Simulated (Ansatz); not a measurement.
Input deck for Ansatz 0.2.0, then the block of the output on the nuclei.

The cell is a computed structure from the Materials Project (it need not be an observed phase), taken as it stands.

```yaml
crystal:
  lattice:
    - [5.23827461, 0.0, 0.0]
    - [0.0, 7.44058448, 0.0]
    - [0.0, 0.0, 8.12286306]
  atoms:
    - { symbol: Si, position: [0.25, 0.21134974, 0.10525569] }
    - { symbol: Si, position: [0.75, 0.78865026, 0.89474431] }
    - { symbol: Si, position: [0.75, 0.21134974, 0.89474431] }
    - { symbol: Si, position: [0.25, 0.78865026, 0.10525569] }
    - { symbol: Si, position: [0.25, 0.5, 0.38688496] }
    - { symbol: Si, position: [0.75, 0.5, 0.61311504] }
    - { symbol: O, position: [0.0, 0.26266146, 0.0] }
    - { symbol: O, position: [0.5, 0.73733854, 0.0] }
    - { symbol: O, position: [0.0, 0.73733854, 0.0] }
    - { symbol: O, position: [0.5, 0.26266146, 0.0] }
    - { symbol: O, position: [0.25, 0.0, 0.14827792] }
    - { symbol: O, position: [0.75, 0.0, 0.85172208] }
    - { symbol: O, position: [0.25, 0.32187985, 0.27441452] }
    - { symbol: O, position: [0.75, 0.67812015, 0.72558548] }
    - { symbol: O, position: [0.75, 0.32187985, 0.72558548] }
    - { symbol: O, position: [0.25, 0.67812015, 0.27441452] }
    - { symbol: O, position: [0.5, 0.5, 0.5] }
    - { symbol: O, position: [0.0, 0.5, 0.5] }
kpoints:
  mp_grid: { grid: [4, 3, 3] }
scf:
  occupations: { method: fermi_dirac, width: 0.02 }
hamiltonian:
  xc: pbe
  pseudopotentials: { kind: paw, frozen_core: stored }
output:
  forces: true
  stress: true
  populations: true
  efg: { quadrupole_moments_barn: { O: -0.02558 } }
```

```sh
ansatz run input.yaml --threads 1 --pin off --max-ram 3072MiB --backend cpu --events-out ev --progress --plain --runs-dir out
```

Of the output, the block on the nuclei alone is shown; the set-up, the SCF iterations, energies, forces and stress are cut. One atom of each set with nearly equal values is shown.

```
--- PAW observables at the nuclei: V_zz in 10²¹ V/m², potentials from the cell's mean, atoms counted from 1 ---
  atom   1  Si V_zz =    +0.797833   η = 0.5690   by run symmetry: allowed
            electrostatic potential = -1351.882149 V   contact ρ = none
  atom   5  Si V_zz =    +0.441214   η = 0.4124   by run symmetry: allowed
            electrostatic potential = -1351.853623 V   contact ρ = none
  atom   7  O  V_zz =    +9.928074   η = 0.1152   by run symmetry: allowed   C_q = -6.1407 MHz
            electrostatic potential = -616.261284 V   contact ρ = none
  atom  11  O  V_zz =    +9.977543   η = 0.0853   by run symmetry: allowed   C_q = -6.1713 MHz
            electrostatic potential = -616.205004 V   contact ρ = none
  atom  13  O  V_zz =   +10.167264   η = 0.1066   by run symmetry: allowed   C_q = -6.2887 MHz
            electrostatic potential = -616.288967 V   contact ρ = none
  atom  17  O  V_zz =   +10.690722   η = 0.0092   by run symmetry: allowed   C_q = -6.6124 MHz
            electrostatic potential = -616.313075 V   contact ρ = none
```

The run took 10 s of wall time (10 s of CPU time) and 0.6 GiB at its peak, on 1 thread of AMD EPYC 9R14 (Zen 4) (x86_64; 16 cores open to the job, memory cap 3.0 GiB, no GPU), a shared host with a load of 0.2 a core.

The largest force is 0.3 eV/Å, so the atoms aren't at the calculated equilibrium and relaxing them would move these values.
